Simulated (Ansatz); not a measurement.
# BP: the cost of one run

Program: Ansatz 0.2.0. Level of theory: DFT PBEsol, scalar-relativistic, plane waves, PAW. These are calculated values, not measurements.

3 further runs of the same task are left out: 3 set aside as unsound or not needed.

### 1 The system as given

Symmetry: F-43m, No. 216, cubic system. Conventional cell: a = 4.520 Å, b = 4.520 Å, c = 4.520 Å, α = 90.00°, β = 90.00°, γ = 90.00°. B (site symmetry -43m) has 4 P at 1.96 Å as nearest neighbours. Around P (site symmetry -43m) lie 4 B at 1.96 Å.

Coordinates:

```xyz
2
Lattice="0.0000 2.2601 2.2601 2.2601 0.0000 2.2601 2.2601 2.2601 0.0000" Properties=species:S:1:pos:R:3 pbc="T T T"
B     0.0000    0.0000    0.0000
P     3.3901    3.3901    3.3901
```

It is the result of an earlier relaxation at this level (volume 11.54 Å³/atom; gap on the mesh: 1.12 eV).

### 2 Relaxing at 16 GPa

What is minimised here is the enthalpy; the energy can go up as the cell is squeezed.

File input.yaml:

```yaml
crystal:
  lattice:
    - [0.0, 2.2600863866, 2.2600863866]
    - [2.2600863866, 0.0, 2.2600863866]
    - [2.2600863866, 2.2600863866, 0.0]
  atoms:
    - { symbol: B, position: [0.0, 0.0, 0.0] }
    - { symbol: P, position: [0.75, 0.75, 0.75] }
basis:
  ecutwfc: 420
kpoints:
  mp_grid: { grid: [10, 10, 10] }
hamiltonian:
  xc: pbesol
scf:
  occupations: { method: fixed }
output:
  forces: true
  stress: true
  eigenvalues: true
relax:
  adjacent_minimum: "off"
  f_tol: 0.001
  max_steps: 60
  cell: { stress_tol: 0.02, p_target: 16.0 }
```

The run is started by

```bash
$ ansatz run input.yaml --threads 1 --pin off --max-ram 3072MiB --backend cpu --events-out ev --progress --plain --runs-dir out
```

**Question.** How long does this run take on 1 thread of Intel Xeon at 2.70GHz, shared host, and how much memory does it need?

About 15 s, with a peak of 0.31 GiB.
